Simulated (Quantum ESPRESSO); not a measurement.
Crystal: FeO.

```
Fe O
1.0
     2.61247    0.00000    0.00000
     0.00000    2.61247    0.00000
     0.00000    0.00000    2.61247
Fe O
1 1
Direct
  0.00000 0.00000 0.00000
  0.50000 0.50000 0.50000
```

The cell comes from a database or a generator and needn't be the stable form of this composition.

Base run:

```yaml
Program: Quantum ESPRESSO 7.5
Functional: PBEsol
Potentials_or_basis: PseudoDojo 0.4.1 SR PBE standard
Cutoff: 1225 eV
Density_cutoff: 4898 eV
k_mesh: 7 × 7 × 7
Occupations: gaussian, width 0.05 eV
Spin: collinear spin, ferromagnetic start
Starting_moments: "[4.0, 0.0] μB"
Hubbard_terms: Fe d U = 3 eV
```

Its results: band gap on the k mesh none (metal or under the smearing width); pressure 2.4 GPa; net moment 4.00 μB per cell; site moments Fe +3.52; O +0.33 μB.

Q: The run is repeated on the same cell with these changes: functional from PBEsol to RPBE. What comes out?

A: Band gap on the k mesh none (metal or under the smearing width); pressure 17.9 GPa; net moment 4.00 μB per cell; site moments Fe +3.54; O +0.32 μB.

RPBE binds less tightly than PBEsol, so the same cell stands under more pressure.

Caveats: the potentials were made for another functional, which shifts forces and pressure; a cell with one magnetic atom can't hold antiferromagnetic order, which such compounds often take.
